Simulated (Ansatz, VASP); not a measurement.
## One calculation of Sn4S, two programs

Contents of INCAR:

```
SYSTEM = Sn4S
PREC     = Accurate       ! precision mode
ENCUT    = 600            ! plane-wave cutoff, eV
EDIFF    = 1E-6           ! SCF threshold, eV
ISMEAR   = 0              ! smearing method
SIGMA    = 0.1            ! smearing width, eV
LREAL    = .False.        ! projectors in reciprocal space
LASPH    = .True.         ! aspherical terms in the spheres
NELM     = 80             ! most SCF steps
ALGO     = Normal         ! electronic algorithm
ISIF     = 3              ! what is computed and relaxed
LWAVE    = .False.        ! write WAVECAR
LCHARG   = .False.        ! write CHGCAR
GGA      = PE             ! functional
IBRION   = 2              ! ionic algorithm
NSW      = 90             ! ionic steps
EDIFFG   = -0.04          ! ionic threshold
```

The input KPOINTS:

```
regular mesh
0
Gamma
  4 4 4
  0 0 0
```

Contents of POSCAR:

```
Sn4S
1.0
   -3.1922277600      3.1922277600      3.1922277600
    3.1922277600     -3.1922277600      3.1922277600
    3.1922277600      3.1922277600     -3.1922277600
Sn S
4 1
Direct
    0.0000000000      0.0000000000      0.5000000000
    0.5000000000      0.0000000000      0.0000000000
    0.5000000000      0.5000000000      0.5000000000
    0.0000000000      0.5000000000      0.0000000000
    0.0000000000      0.0000000000      0.0000000000
```

Input for Ansatz:

```yaml
crystal:
  lattice:
    - [-3.19222776, 3.19222776, 3.19222776]
    - [3.19222776, -3.19222776, 3.19222776]
    - [3.19222776, 3.19222776, -3.19222776]
  atoms:
    - { symbol: Sn, position: [0.0, 0.0, 0.5] }
    - { symbol: Sn, position: [0.5, 0.0, 0.0] }
    - { symbol: Sn, position: [0.5, 0.5, 0.5] }
    - { symbol: Sn, position: [0.0, 0.5, 0.0] }
    - { symbol: S, position: [0.0, 0.0, 0.0] }
basis:
  ecutwfc: 420
kpoints:
  mp_grid: { grid: [4, 4, 4] }
hamiltonian:
  xc: pbe
scf:
  occupations: { method: gaussian, width: 0.1 }
  lower_state_search: "off"
output:
  forces: true
  stress: true
  eigenvalues: true
relax:
  adjacent_minimum: "off"
  f_tol: 0.04
  max_steps: 70
  cell: { stress_tol: 0.4 }
```

Change from the starting cell: species swapped into the NiHg4 type (Im-3m, No. 229).

Alike in both runs: task relaxation of cell and atoms; functional PBE; k mesh 4 × 4 × 4; occupations gaussian, width 0.1 eV; no spin polarisation.

|  | VASP | Ansatz |
| --- | --- | --- |
| version | VASP 6.6.1 | Ansatz 0.2.0 |
| potentials or method | VASP PAW PBE potentials, release 64 (Sn_d, S) | scalar-relativistic, plane waves, PAW |
| plane-wave cutoff (eV) | 600 | 420 |
| valence electrons in the cell | 62 | 62 |

Ansatz gave:

* gap on the k mesh at the Fermi level, each at its own relaxed structure (eV): none
* relaxed volume (Å³/atom): 29.53
* relaxed cell length with the largest relative difference (Å): 5.767
* energy change over the relaxation (meV/atom): -66

Q: What did VASP give for the same quantities?

A: gap on the k mesh at the Fermi level, each at its own relaxed structure (eV): none; relaxed volume (Å³/atom): 29.35; relaxed cell length with the largest relative difference (Å): 5.755; energy change over the relaxation (meV/atom): -65.

A gap of «none» marks a metal or a gap that the smearing closes.
